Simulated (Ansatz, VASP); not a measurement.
**CdSe: VASP beside Ansatz**

```
Cd Se
1.0
     0.00000    2.85164    2.85164
     2.85164    0.00000    2.85164
     3.01076    3.01076   -0.15912
Cd Se
1 1
Direct
  0.00000 0.00000 0.00000
  0.75000 0.75000 0.75000
```

Alike in both runs: task single point; functional PBEsol; k mesh 10 × 10 × 10; occupations gaussian, width 0.05 eV; no spin polarisation.

|  | VASP | Ansatz |
| --- | --- | --- |
| version | VASP 6.6.1 | Ansatz 0.2.0 |
| potentials or method | VASP PAW PBE potentials, release 64 (Cd, Se) | scalar-relativistic, plane waves, PAW |
| plane-wave cutoff (eV) | 520 | 420 |
| valence electrons in the cell | 18 | 36 |

VASP gave:

| Item | Value |
| --- | --- |
| gap on the k mesh at the Fermi level (eV) | 0.56 |
| least direct gap on the mesh (eV) | 0.56 |
| pressure (GPa) | 8.9 |
| largest component of the traceless stress (GPa) | 3.36 |
| rms of the force components (eV/Å) | 0.494 |

Which values does Ansatz return?

gap on the k mesh at the Fermi level (eV): 0.55; least direct gap on the mesh (eV): 0.55; pressure (GPa): 8.4; largest component of the traceless stress (GPa): 3.28; rms of the force components (eV/Å): 0.475.

Atom by atom the forces differ by 0.019 eV/Å (rms over components). With one functional, cell and mesh, what is left measures potentials, basis and numerics. The two sets of potentials don't hold the same shells in valence.

Caveats: the PAW data sets were made with another functional, which shifts forces and pressure a little (VASP).
